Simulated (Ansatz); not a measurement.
The system is Ga2O3.

```xyz
10
Lattice="6.1070 -1.5186 0.0000 6.1070 1.5186 0.0000 -1.3860 0.0000 5.6300" Properties=species:S:1:pos:R:3 pbc="T T T"
Ga    3.2184    0.0000    3.8621
Ga    7.6096    0.0000    1.7679
Ga   10.8240    0.0000    1.1564
Ga    0.0041    0.0000    4.4736
O     5.1267    0.0000    4.1853
O     5.7013    0.0000    1.4447
O     9.4919    0.0000    2.4592
O     1.3361    0.0000    3.1708
O     8.9710    0.0000    5.0118
O     1.8570    0.0000    0.6182
```

| Quantity | Value |
| --- | --- |
| Program | Ansatz 0.2.0 |
| Task | relaxation of cell and atoms |
| Functional | BLYP |
| Dispersion | D3(BJ) |
| Potentials or basis | Ansatz PAW |
| Cutoff | 420 eV (not typed: the program's choice for these potentials) |
| k mesh | 9 × 9 × 5 |
| Occupations | fermi-dirac, width 0.05 eV |
| Spin | no spin polarisation |

At the start: volume 10.44 Å³/atom.

Problem. Where does the relaxation end?

Solution. It ends after 8 steps and the volume is 10.84 Å³/atom (+3.8 %); space group C2/m (No. 12, to 0.05 Å).

Step by step:
```
step  energy change (eV)  largest force (eV/Å)  volume (Å³)
   1              0.0000                0.2728       104.42
   2             -0.0629                0.1361       106.66
   3             -0.0712                0.0234       108.13
   4             -0.0712                0.0163       108.18
   5             -0.0714                0.0042       108.15
   6             -0.0968                0.0036       108.15
   7             -0.0958                0.0015       108.38
   8             -0.0972                0.0014       108.38
```

Final structure:
```
CELL_PARAMETERS angstrom
6.18751 -1.53760 0.00914
6.18751 1.53760 0.00914
-1.39584 0.00000 5.69376
ATOMIC_POSITIONS crystal
Ga 0.34108 0.34108 0.68759
Ga 0.65892 0.65892 0.31241
Ga 0.90964 0.90964 0.20577
Ga 0.09036 0.09036 0.79423
O 0.50367 0.50367 0.74426
O 0.49633 0.49633 0.25574
O 0.82677 0.82677 0.43695
O 0.17323 0.17323 0.56305
O 0.83462 0.83462 0.89216
O 0.16538 0.16538 0.10784
```

Caveat: the plane-wave basis is chosen anew once the cell has moved, so the energies of steps on either side of that aren't comparable; the pressure holds a Pulay correction of +0.9 GPa for the finite cutoff; the PAW data sets come from PBE, with cores solved anew for the run's functional, which leaves a small shift of forces and pressure.
